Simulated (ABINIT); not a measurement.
# AgBr (Fm-3m): G0W0 in ABINIT against the k mesh, part 2 of 2

How does the gap of AgBr (Fm-3m) converge in the k mesh?

ABINIT 10.8.3; PBE and many-body steps on it, plane waves. Known limits of the many-body steps: not at the basis limit; d shell near the gap, gap tends to lie low; no spin-orbit coupling; coarse k mesh.

So far. Step 5 (Empty states on the mesh, 8×8×8 mesh, 97 bands): On this mesh the gap is 0.672 eV. Step 6 (Screening, 2×2×2 mesh, 89 bands, screening to 163.3 eV): Local fields lower ε∞ by 7 %. On a Γ-centred mesh this coarse the value itself is usually too large, while a short band sum pulls it down.

The database entry behind the starting cell differs from later determinations by our own check (about 0.6 % short of the room-temperature cell), so it need not match the best structure at ambient conditions.

**8. Screening, 4×4×4 mesh, 89 bands, screening to 163.3 eV**

This step: RPA screening on PBE, plane waves, norm-conserving pseudopotentials.

run.abi

```
acell 3*1.0 Angstrom
rprim 
  -0.000000000000 2.870150000000 2.870150000000
  2.870150000000 0.000000000000 2.870150000000
  2.870150000000 2.870150000000 0.000000000000
ntypat 2
znucl 47 35
natom 2
typat 1 2
xred 
  0.000000000000 0.000000000000 0.000000000000
  0.500000000000 0.500000000000 0.500000000000
pp_dirpath "pseudos"
pseudos "Ag.upf, Br.upf"
ecut 37
ngkpt 4 4 4
nshiftk 1
shiftk 0 0 0
kptopt 1
chksymbreak 0
istwfk *1
occopt 1
irdwfk 1
optdriver 3
nband 89
ecuteps 6
inclvkb 2
awtr 1
symchi 1
indata_prefix "in"
outdata_prefix "out"
tmpdata_prefix "tmp"
```

Run with:

```bash
OMP_NUM_THREADS=1 mpirun -n 8 abinit run.abi > log
```

What it wrote:

```text
.Version 10.8.3 of ABINIT. v10.8.2 released Aug 2026.

 Symmetries : space group Fm -3 m (#225); Bravais cF (face-center cubic)
[... echo of the input left out ...]
== DATASET  1 ==================================================================
-   mpi_nproc: 8, omp_nthreads: 1 (-1 if OMP is not activated)

--- !DatasetInfo
iteration_state: {dtset: 1, }
dimensions: {natom: 2, nkpt: 8, mband: 89, nsppol: 1, nspinor: 1, nspden: 1, mpw: 3479, }
cutoff_energies: {ecut:  37.0, pawecutdg:  -1.0, }
electrons: {nelect:   2.60000000E+01, charge:   0.00000000E+00, occopt:   1.00000000E+00, tsmear:   1.00000000E-02, }

 SCREENING: Calculation of the susceptibility and dielectric matrices

 Based on a program developped by R.W. Godby, V. Olevano, G. Onida, and L. Reining.
 Incorporated in ABINIT by V. Olevano, G.-M. Rignanese, and M. Torrent.
.Using double precision arithmetic ; gwpc =  8

[... cell and pseudopotentials left out ...]
--------------------------------------------------------------------------------

 ==== K-mesh for the wavefunctions ====
 Number of points in the irreducible wedge :     8
[... list of points left out ...]
 Together with 48 symmetry operations and time-reversal symmetry
 yields    64 points in the full Brillouin Zone.

 ==== Q-mesh for the screening function ====
 Number of points in the irreducible wedge :     8
[... list of points left out ...]
 Together with 48 symmetry operations and time-reversal symmetry
 yields    64 points in the full Brillouin Zone.

 setmesh: FFT mesh size selected  =    30x   30x   30
          total number of points  =        27000

 vcoul_init : cutoff-mode = AUXILIARY_FUNCTION
 q-points for optical limit:   1
     1)      0.000010    0.000020    0.000030

- screening: taking advantage of time-reversal symmetry
- Maximum band index for partially occupied states nbvw = 13
- Remaining bands to be divided among processors   nbcw = 76
- Number of bands treated by each node ~9

 Number of electrons calculated from density =   26.0000; Expected =   26.0000
 average of density, n =  0.081477
 r_s =    1.4310
 omega_plasma =   27.5342 [eV]

 calculating chi0 at frequencies [eV] :
  1    0.000000E+00    0.000000E+00
  2    0.000000E+00    2.753418E+01

--------------------------------------------------------------------------------
  q-point number  1        q = ( 0.000000, 0.000000, 0.000000) [r.l.u.]
--------------------------------------------------------------------------------
[... chi0 elements left out ...]
 For q-point:  0.000010 0.000020 0.000030
  dielectric constant =   6.8178
  dielectric constant without local fields =   7.3628

  Average fulfillment of the sum rule on Im[epsilon] for q-point    1 :     61.86  [%]
[... wings left out ...]
  q-point number  2        q = ( 0.250000, 0.000000, 0.000000) [r.l.u.]
--------------------------------------------------------------------------------
[... chi0 elements left out ...]
  Average fulfillment of the sum rule on Im[epsilon] for q-point    2 :     76.42  [%]

 [... 6 further q-points ...]
```

Elapsed: 18 s, on 8 MPI ranks of AMD EPYC 7R43, shared host; peak memory 1.4 GiB.

This step gave:

| Item | Value |
| --- | --- |
| ε∞ with local fields, on this mesh, along the program's q direction | 6.818 |
| the same without local fields | 7.363 |
| plasma frequency | 27.53 eV |
| plane waves in the screening matrix | 229 |

**9. 4×4×4**

The self-energy is evaluated for the states that the input lists, and the levels follow from it, in one-shot runs by the linearised quasiparticle equation.

This step: G0W0 on PBE, plane waves, norm-conserving pseudopotentials.

run.abi: that of step 8 with these lines changed.

```diff
@@ -23,8 +23,17 @@
 irdwfk 1
-optdriver 3
+optdriver 4
 nband 89
+gwcalctyp 0
+ecutsigx 37
+symsigma 1
+nkptgw 2
+kptgw 
+  0.5000000000 0.0000000000 0.0000000000
+  0.0000000000 0.0000000000 0.0000000000
+bdgw 
+  12 15
+  11 17
 ecuteps 6
-inclvkb 2
-awtr 1
-symchi 1
+irdscr 1
+ppmodel 1
 indata_prefix "in"
```

What it wrote:

```text
.Version 10.8.3 of ABINIT. v10.8.2 released Aug 2026.

 Symmetries : space group Fm -3 m (#225); Bravais cF (face-center cubic)
[... echo of the input left out ...]
== DATASET  1 ==================================================================
-   mpi_nproc: 8, omp_nthreads: 1 (-1 if OMP is not activated)

--- !DatasetInfo
iteration_state: {dtset: 1, }
dimensions: {natom: 2, nkpt: 8, mband: 89, nsppol: 1, nspinor: 1, nspden: 1, mpw: 3479, }
cutoff_energies: {ecut:  37.0, pawecutdg:  -1.0, }
electrons: {nelect:   2.60000000E+01, charge:   0.00000000E+00, occopt:   1.00000000E+00, tsmear:   1.00000000E-02, }

 SIGMA: Calculation of the GW corrections

 Based on a program developped by R.W. Godby, V. Olevano, G. Onida, and L. Reining.
 Incorporated in ABINIT by V. Olevano, G.-M. Rignanese, and M. Torrent.
.Using double precision arithmetic ; gwpc =  8

[... cell and pseudopotentials left out ...]
--------------------------------------------------------------------------------

 ==== K-mesh for the wavefunctions ====
 Number of points in the irreducible wedge :     8
[... list of points left out ...]
 Together with 48 symmetry operations and time-reversal symmetry
 yields    64 points in the full Brillouin Zone.

 ==== Q-mesh for screening function ====
 Number of points in the irreducible wedge :     8
[... list of points left out ...]
 Together with 48 symmetry operations and time-reversal symmetry
 yields    64 points in the full Brillouin Zone.

 vcoul_init : cutoff-mode = AUXILIARY_FUNCTION
 q-points for optical limit:   1
     1)      0.000010    0.000020    0.000030
 setmesh: FFT mesh size selected  =    45x   45x   45
          total number of points  =        91125

 Number of electrons calculated from density =   26.0000; Expected =   26.0000
[...]
number of omega for Sigma on real axis              0
 max omega for Sigma on real axis  [eV]           0.00
 zcut for avoiding poles [eV]                     0.10

 EPSILON^-1 parameters (SCR file):
 dimension of the eps^-1 matrix on file            229
 dimension of the eps^-1 matrix used               229
 number of plane-waves for wavefunctions          3479
 number of bands                                    89
 number of q-points in IBZ                           8
 number of frequencies                               2
 number of real frequencies                          1
 number of imag frequencies                          1

 matrix elements of self-energy operator (all in [eV])

 Perturbative Calculation

--- !SelfEnergy_ee
iteration_state: {dtset: 1, }
kpoint     : [   0.500,    0.000,    0.000, ]
spin       : 1
KS_gap     :    3.739
QP_gap     :    4.463
Delta_QP_KS:    0.724
data: !SigmaeeData |
     Band     E0 <VxcDFT>   SigX SigC(E0)      Z dSigC/dE  Sig(E)    E-E0       E
       12   4.902 -19.825 -24.070   3.554   0.799  -0.252 -20.376  -0.551   4.351
       13   4.902 -19.825 -24.070   3.554   0.799  -0.252 -20.376  -0.551   4.351
       14   8.640  -8.808  -4.761  -3.839   0.833  -0.201  -8.635   0.173   8.813
[...]
--- !SelfEnergy_ee
iteration_state: {dtset: 1, }
kpoint     : [   0.000,    0.000,    0.000, ]
spin       : 1
KS_gap     :    2.604
QP_gap     :    3.716
Delta_QP_KS:    1.112
data: !SigmaeeData |
     Band     E0 <VxcDFT>   SigX SigC(E0)      Z dSigC/dE  Sig(E)    E-E0       E
[...]
16  14.829 -11.431  -6.553  -4.234   0.817  -0.224 -10.905   0.525  15.354
       17  14.829 -11.431  -6.553  -4.234   0.817  -0.224 -10.905   0.525  15.354

== END DATASET(S) ==============================================================
================================================================================

 -outvars: echo values of variables after computation  --------
           etotal      0.0000000000E+00
            nband          89
             nkpt           8
          spgroup         225
 [... the other variables as echoed above ...]

 Calculation completed.
```

The job ended after 6.8 s (8 MPI ranks; peak memory 1.5 GiB).

This step gave:

| Item | Value |
| --- | --- |
| G0W0 gap on the points computed | 1.581 eV |
| starting gap on the mesh | 0.6721 eV |
| k of the valence top | 0.5, 0, 0 |
| k of the conduction bottom | 0, 0, 0 |
| Z at the valence top | 0.799 |
| Z at the conduction bottom | 0.827 |
| least direct G0W0 gap on the computed points | 3.717 eV |

The gap on the mesh goes from 0.67 eV to 1.58 eV, a correction of +0.91 eV.

**10. Screening, 6×6×6 mesh, 89 bands, screening to 163.3 eV**

This step: RPA screening on PBE, plane waves, norm-conserving pseudopotentials.

run.abi: that of step 9 with these lines changed.

```diff
@@ -15,3 +15,3 @@
 ecut 37
-ngkpt 4 4 4
+ngkpt 6 6 6
 nshiftk 1
@@ -23,17 +23,8 @@
 irdwfk 1
-optdriver 4
+optdriver 3
 nband 89
-gwcalctyp 0
-ecutsigx 37
-symsigma 1
-nkptgw 2
-kptgw 
-  0.5000000000 0.0000000000 0.0000000000
-  0.0000000000 0.0000000000 0.0000000000
-bdgw 
-  12 15
-  11 17
 ecuteps 6
-irdscr 1
-ppmodel 1
+inclvkb 2
+awtr 1
+symchi 1
 indata_prefix "in"
```

What it wrote:

```text
.Version 10.8.3 of ABINIT. v10.8.2 released Aug 2026.

 Symmetries : space group Fm -3 m (#225); Bravais cF (face-center cubic)
[... echo of the input left out ...]
== DATASET  1 ==================================================================
-   mpi_nproc: 8, omp_nthreads: 1 (-1 if OMP is not activated)

--- !DatasetInfo
iteration_state: {dtset: 1, }
dimensions: {natom: 2, nkpt: 16, mband: 89, nsppol: 1, nspinor: 1, nspden: 1, mpw: 3479, }
cutoff_energies: {ecut:  37.0, pawecutdg:  -1.0, }
[...]
--------------------------------------------------------------------------------
[... chi0 elements left out ...]
 For q-point:  0.000010 0.000020 0.000030
  dielectric constant =   6.0402
  dielectric constant without local fields =   6.5667

  Average fulfillment of the sum rule on Im[epsilon] for q-point    1 :     62.01  [%]
[... wings left out ...]
  q-point number  2        q = ( 0.166667, 0.000000, 0.000000) [r.l.u.]
--------------------------------------------------------------------------------
[... chi0 elements left out ...]
  Average fulfillment of the sum rule on Im[epsilon] for q-point    2 :     80.54  [%]

 [... 14 further q-points ...]
```

Run time: 82 s. Hardware: 8 MPI ranks; peak memory 2.3 GiB.

Numbers from this step:

- ε∞ with local fields, on this mesh, along the program's q direction: 6.040
- the same without local fields: 6.567
- plasma frequency: 27.53 eV
- plane waves in the screening matrix: 229

**11. 6×6×6**

This step: G0W0 on PBE, plane waves, norm-conserving pseudopotentials.

run.abi: that of step 10 with these lines changed.

```diff
@@ -23,8 +23,17 @@
 irdwfk 1
-optdriver 3
+optdriver 4
 nband 89
+gwcalctyp 0
+ecutsigx 37
+symsigma 1
+nkptgw 2
+kptgw 
+  0.5000000000 0.0000000000 0.0000000000
+  0.0000000000 0.0000000000 0.0000000000
+bdgw 
+  12 15
+  11 17
 ecuteps 6
-inclvkb 2
-awtr 1
-symchi 1
+irdscr 1
+ppmodel 1
 indata_prefix "in"
```

What it wrote:

```text
.Version 10.8.3 of ABINIT. v10.8.2 released Aug 2026.

 Symmetries : space group Fm -3 m (#225); Bravais cF (face-center cubic)
[... echo of the input left out ...]
== DATASET  1 ==================================================================
-   mpi_nproc: 8, omp_nthreads: 1 (-1 if OMP is not activated)

--- !DatasetInfo
iteration_state: {dtset: 1, }
dimensions: {natom: 2, nkpt: 16, mband: 89, nsppol: 1, nspinor: 1, nspden: 1, mpw: 3479, }
cutoff_energies: {ecut:  37.0, pawecutdg:  -1.0, }
[...]
Band     E0 <VxcDFT>   SigX SigC(E0)      Z dSigC/dE  Sig(E)    E-E0       E
[...]
16  14.829 -11.435  -6.570  -4.235   0.819  -0.221 -10.920   0.515  15.344
       17  14.829 -11.435  -6.570  -4.235   0.819  -0.221 -10.920   0.515  15.344

== END DATASET(S) ==============================================================
================================================================================

 -outvars: echo values of variables after computation  --------
           etotal      0.0000000000E+00
            nband          89
             nkpt          16
          spgroup         225
 [... the other variables as echoed above ...]

 Calculation completed.
```

It took 12 s on 8 MPI ranks; peak memory 2.2 GiB; 93 s of CPU time.

This step gave:

| Property | Result |
| --- | --- |
| G0W0 gap on the points computed | 1.584 eV |
| starting gap on the mesh | 0.6721 eV |
| k of the valence top | 0.5, 0, 0 |
| k of the conduction bottom | 0, 0, 0 |
| least direct G0W0 gap on the computed points | 3.718 eV |

Against the run before, the gap moves by +0.003 eV.

**12. Screening, 8×8×8 mesh, 89 bands, screening to 163.3 eV**

This step: RPA screening on PBE, plane waves, norm-conserving pseudopotentials.

run.abi: that of step 11 with these lines changed.

```diff
@@ -15,3 +15,3 @@
 ecut 37
-ngkpt 6 6 6
+ngkpt 8 8 8
 nshiftk 1
@@ -23,17 +23,8 @@
 irdwfk 1
-optdriver 4
+optdriver 3
 nband 89
-gwcalctyp 0
-ecutsigx 37
-symsigma 1
-nkptgw 2
-kptgw 
-  0.5000000000 0.0000000000 0.0000000000
-  0.0000000000 0.0000000000 0.0000000000
-bdgw 
-  12 15
-  11 17
 ecuteps 6
-irdscr 1
-ppmodel 1
+inclvkb 2
+awtr 1
+symchi 1
 indata_prefix "in"
```

What it wrote:

```text
.Version 10.8.3 of ABINIT. v10.8.2 released Aug 2026.

 Symmetries : space group Fm -3 m (#225); Bravais cF (face-center cubic)
[... echo of the input left out ...]
== DATASET  1 ==================================================================
-   mpi_nproc: 8, omp_nthreads: 1 (-1 if OMP is not activated)

--- !DatasetInfo
iteration_state: {dtset: 1, }
dimensions: {natom: 2, nkpt: 29, mband: 89, nsppol: 1, nspinor: 1, nspden: 1, mpw: 3479, }
cutoff_energies: {ecut:  37.0, pawecutdg:  -1.0, }
[...]
--------------------------------------------------------------------------------
[... chi0 elements left out ...]
 For q-point:  0.000010 0.000020 0.000030
  dielectric constant =   5.8988
  dielectric constant without local fields =   6.4236

  Average fulfillment of the sum rule on Im[epsilon] for q-point    1 :     62.06  [%]
[... wings left out ...]
  q-point number  2        q = ( 0.125000, 0.000000, 0.000000) [r.l.u.]
--------------------------------------------------------------------------------
[... chi0 elements left out ...]
  Average fulfillment of the sum rule on Im[epsilon] for q-point    2 :     82.48  [%]

 [... 27 further q-points ...]
```

Elapsed: 5.8 min, on 8 MPI ranks; peak memory 3.7 GiB; 46 min of CPU time.

This step gave:

```yaml
eps_infinity_with_local_fields_on_this_mesh_along_the_program_s_q_direction: 5.899
the_same_without_local_fields: 6.424
plasma_frequency: 27.53 eV
plane_waves_in_the_screening_matrix: 229
```

**13. 8×8×8**

This step: G0W0 on PBE, plane waves, norm-conserving pseudopotentials.

run.abi: that of step 12 with these lines changed.

```diff
@@ -23,8 +23,17 @@
 irdwfk 1
-optdriver 3
+optdriver 4
 nband 89
+gwcalctyp 0
+ecutsigx 37
+symsigma 1
+nkptgw 2
+kptgw 
+  0.5000000000 0.0000000000 0.0000000000
+  0.0000000000 0.0000000000 0.0000000000
+bdgw 
+  12 15
+  11 17
 ecuteps 6
-inclvkb 2
-awtr 1
-symchi 1
+irdscr 1
+ppmodel 1
 indata_prefix "in"
```

What it wrote:

```text
.Version 10.8.3 of ABINIT. v10.8.2 released Aug 2026.

 Symmetries : space group Fm -3 m (#225); Bravais cF (face-center cubic)
[... echo of the input left out ...]
== DATASET  1 ==================================================================
-   mpi_nproc: 8, omp_nthreads: 1 (-1 if OMP is not activated)

--- !DatasetInfo
iteration_state: {dtset: 1, }
dimensions: {natom: 2, nkpt: 29, mband: 89, nsppol: 1, nspinor: 1, nspden: 1, mpw: 3479, }
cutoff_energies: {ecut:  37.0, pawecutdg:  -1.0, }
[...]
Band     E0 <VxcDFT>   SigX SigC(E0)      Z dSigC/dE  Sig(E)    E-E0       E
[...]
16  14.829 -11.435  -6.574  -4.236   0.819  -0.221 -10.923   0.513  15.341
       17  14.829 -11.435  -6.574  -4.236   0.819  -0.221 -10.923   0.513  15.341

== END DATASET(S) ==============================================================
================================================================================

 -outvars: echo values of variables after computation  --------
           etotal      0.0000000000E+00
            nband          89
             nkpt          29
          spgroup         225
 [... the other variables as echoed above ...]

 Calculation completed.
```

It took 21 s on 8 MPI ranks; peak memory 3.4 GiB.

This step gave:

- G0W0 gap on the points computed: 1.582 eV
- starting gap on the mesh: 0.6721 eV
- k of the valence top: 0.5, 0, 0
- k of the conduction bottom: 0, 0, 0
- least direct G0W0 gap on the computed points: 3.713 eV

Against the run before, the gap moves by −0.002 eV.

**14. Side by side**

Times are wall times on 8 MPI ranks of AMD EPYC 7R43, shared host, good to a factor of about two. A run's time includes the screening step that it read.

```csv
run,mesh,bands,screening cutoff (eV),DFT gap (eV),gap on the mesh (eV),direct (eV),ε∞ used,time
2×2×2,2×2×2,89,163.3,0.672,1.525,3.667,13.59,10 s
4×4×4,4×4×4,89,163.3,0.672,1.581,3.717,6.82,25 s
6×6×6,6×6×6,89,163.3,0.672,1.584,3.718,6.04,94 s
8×8×8,8×8×8,89,163.3,0.672,1.582,3.713,5.90,6.1 min
```

**15. Summary of results**

```
2×2×2        : 1.525 eV
4×4×4        : 1.581 eV
6×6×6        : 1.584 eV
8×8×8        : 1.582 eV
known limits : not at the basis limit; d shell near the gap, gap tends to lie low; no spin-orbit coupling; coarse k mesh
```

What this shows: The setting moved: k mesh. From 2×2×2 to 8×8×8 the gap moves by +0.06 eV, for 35 times the time. It holds to 0.03 eV from 4×4×4 on. Bands and screening cutoff are coupled, so a series along one setting does not show full convergence. Bands and cutoff are finite, so the gap is not at the basis limit. The miss can reach some tenths of an eV and take either sign; the mesh is an error of its own. In the G0W0 runs levels were corrected at 2 k points alone, so a gap called «on the mesh» is the least over those, and an edge elsewhere would be missed. The 2×2×2 mesh is coarse for this cell, which bears on the long-range parts of exchange and screening. A d shell, filled or nearly so, lies near the gap. One-shot GW converges very slowly in bands there, not always from below, and on a semilocal start the gap tends to come out low; starts rich in exact exchange can overshoot instead. The many-body steps are scalar-relativistic: spin-orbit coupling is not in them.

[Paths, hosts, dates, memory and timing lines, banners, echoed tables and standing remarks are left out of the program output.]

[Logs are printed without paths, hosts, clocks, repeated set-up lines and the standing remarks that a program may print on its own settings, such as how far it seeks lower states.]

[Runs of the session that timed out or met a known fault of the program may be left out.]

[Hosts, paths, dates, database ids (printed as entryN), source tags and the programs' standing remarks are cut or masked in the printed files.]

[G0W0 gaps are taken among the corrected bands and points alone; a level outside them can change the order at an edge.]

[Where Ansatz stands beside ABINIT at settings called matched, ABINIT's density can come from a denser mesh and the files from another edition; pairs whose starting gaps differed by over 0.03 eV were left out, so agreement reads better than it is.]
